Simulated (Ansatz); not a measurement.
# Ge: equation of state with LDA

**What was measured.**

From “Sub-monolayer structures of Ag overlayers on Ge(111): experimental observations and first-principles study”, 2019, arxiv:1908.00180, for a bulk crystal of Ge: bulk modulus 75.8 GPa.

The system is Ge.

```
Ge
1.0
     0.00000    2.82891    2.82891
     2.82891    0.00000    2.82891
     2.82891    2.82891    0.00000
Ge
2
Direct
  0.75000 0.75000 0.75000
  0.50000 0.50000 0.50000
```

```yaml
Program: Ansatz 0.2.0
Task: equation of state
Functional: LDA
Potentials_or_basis: Ansatz PAW
Cutoff: 420 eV
Density_cutoff: 1680 eV
k_mesh: 8 × 8 × 8
Occupations: fermi-dirac, width 0.05 eV
Spin: no spin polarisation
```

| Item | Value |
| --- | --- |
| Equilibrium volume | 22.21 Å³/atom |
| Bulk modulus | 70 GPa |
| Pressure derivative of the bulk modulus | 4.4 |

Energy against volume, from the lowest point:
```tsv
volume (Å³/atom)	energy (meV/atom)
21.281	9.18
21.733	2.29
22.186	0.00
22.639	1.72
23.092	7.11
23.545	15.79
23.997	27.39
```

All runs of the series together: 5 s on 2 threads of AMD EPYC 7B13 (Zen 3), on a shared host.

A measured bulk modulus of Ge is 75.8 GPa (quoted in “Sub-monolayer structures of Ag overlayers on Ge(111): experimental observations and first-principles study”, 2019, arxiv:1908.00180); the calculated 70 GPa misses it by -7.4 %. The fit is for a static lattice scaled at fixed shape and fixed fractional positions. The cell as given is a measured one (22.64 Å³/atom); LDA puts the equilibrium volume -1.9 % from it, thermal expansion not counted.
